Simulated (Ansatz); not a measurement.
The system is TiB2.

```
CELL_PARAMETERS angstrom
3.02920 0.00000 0.00000
-1.51460 2.62336 0.00000
0.00000 0.00000 3.22840
ATOMIC_POSITIONS crystal
Ti 0.00000 0.00000 0.00000
B 0.66667 0.33333 0.50000
B 0.33333 0.66667 0.50000
```

```yaml
Program: Ansatz 0.2.0
Task: relaxation of cell and atoms
Functional: BLYP
Dispersion: D3(BJ)
Potentials_or_basis: Ansatz PAW
Cutoff: "420 eV (not typed: the program's choice for these potentials)"
k_mesh: 10 × 10 × 8
Occupations: fermi-dirac, width 0.05 eV
Spin: no spin polarisation
```

At the start: volume 8.55 Å³/atom.

Where does the relaxation end?

It ends after 7 steps and the volume is 8.18 Å³/atom (-4.4 %); space group P6/mmm (No. 191, to 0.05 Å).

Step by step:
```
step  energy change (eV)  largest force (eV/Å)  volume (Å³)
   1              0.0000                0.0000        25.66
   2             -0.0414                0.0000        24.83
   3             -0.0451                0.0000        24.52
   4             -0.0451                0.0000        24.54
   5             -0.0433                0.0000        24.54
   6             -0.0433                0.0000        24.53
   7             -0.0433                0.0000        24.53
```

Final structure:
```xyz
3
Lattice="2.9774 0.0000 0.0000 -1.4887 2.5785 0.0000 0.0000 0.0000 3.1951" Properties=species:S:1:pos:R:3 pbc="T T T"
Ti    0.0000    0.0000    0.0000
B     1.4887    0.8595    1.5975
B     0.0000    1.7190    1.5975
```

Caveat: the plane-wave basis is chosen anew once the cell has moved, so the energies of steps on either side of that aren't comparable; the pressure holds a Pulay correction of +0.3 GPa for the finite cutoff; the PAW data sets come from PBE, with cores solved anew for the run's functional, which leaves a small shift of forces and pressure.
